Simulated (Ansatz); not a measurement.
Si: moving Si off its site

Si, Ia-3, a = 6.567 Å. This isn't the element's structure at ambient conditions. Ansatz: LDA, PAW, 420 eV, Γ-centred 8×8×8 mesh on 8 atoms, Gaussian smearing 0.15 eV; no spin polarisation.

```yaml
crystal:
  lattice:
    - [-3.28369, 3.28369, 3.28369]
    - [3.28369, -3.28369, 3.28369]
    - [3.28369, 3.28369, -3.28369]
  atoms:
    - { symbol: Si, position: [0.20448, 0.20448, 0.20448] }
    - { symbol: Si, position: [0.50000, 0.00000, 0.29552] }
    - { symbol: Si, position: [0.29552, 0.50000, 0.00000] }
    - { symbol: Si, position: [0.00000, 0.29552, 0.50000] }
    - { symbol: Si, position: [0.79552, 0.79552, 0.79552] }
    - { symbol: Si, position: [0.50000, 0.00000, 0.70448] }
    - { symbol: Si, position: [0.70448, 0.50000, 0.00000] }
    - { symbol: Si, position: [0.00000, 0.70448, 0.50000] }
```

Atom 1 (Si) moves by x along the unit vector (-0.577, -0.577, -0.577), with its periodic images; all else is held. y is the free energy of the cell over the start, F the force along the path summed over the moved atoms.

| x (Å) | y (meV) | F (eV/Å) |
| --- | --- | --- |
| -0.2000 | ? | ? |
| -0.1333 | 59.9 | 0.78 |
| -0.0667 | 17.0 | 0.48 |
| 0.0000 | 0.0 | 0.00 |
| 0.0333 | 5.3 | -0.32 |
| 0.0667 | 22.3 | -0.70 |
| 0.1000 | 53.0 | -1.15 |
| 0.1333 | 99.7 | -1.67 |
| 0.1667 | 165.0 | -2.26 |
| 0.2000 | 251.0 | -2.92 |

**Question.** Fit y = c2 x² + c3 x³ + c4 x⁴ to the energies of the other rows, give the force constant, and predict energy and force of the missing row.

**Answer.** Least squares on the rows shown. y = 4408.4 x² + 8408.8 x³ + 4616.2 x⁴. The force constant is 2 c2 = 8.82 eV/Å² (for all images moving together, not for a lone atom). The force −dy/dx at the missing row is 0.90 eV/Å (computed 0.91). At x = -0.2000 the fit asked for gives 116.5 meV. The run gave 117.2 meV, so the fit is 0.7 meV too low, a small miss on the scale of the series. The form still works here, 20 % of the fitted range beyond its end.

The cell is the BC8 form of silicon, and the displacement runs along the atom's threefold axis, with positive x pushing it straight at the bonded neighbour across the inversion centre. That explains the lopsided well: at 0.1333 Å the energy is 99.7 meV on the compressed side but 59.9 meV on the stretched side, and the restoring force grows ever faster in one direction while levelling off in the other. Shortening a covalent bond brings steeply rising Pauli and core repulsion, whereas lengthening it gradually weakens the orbital overlap. The other three bonds lie nearly across the path, so they mainly bend and probably contribute less to the cubic term than the axial bond does.

The positive cubic coefficient is thus the usual signature of bond-stretch anharmonicity, and the softening on the stretched side is no sign of a second minimum. Because one atom moves against a frozen remainder, the curvature mixes several zone-centre modes and doesn't by itself give a phonon frequency.
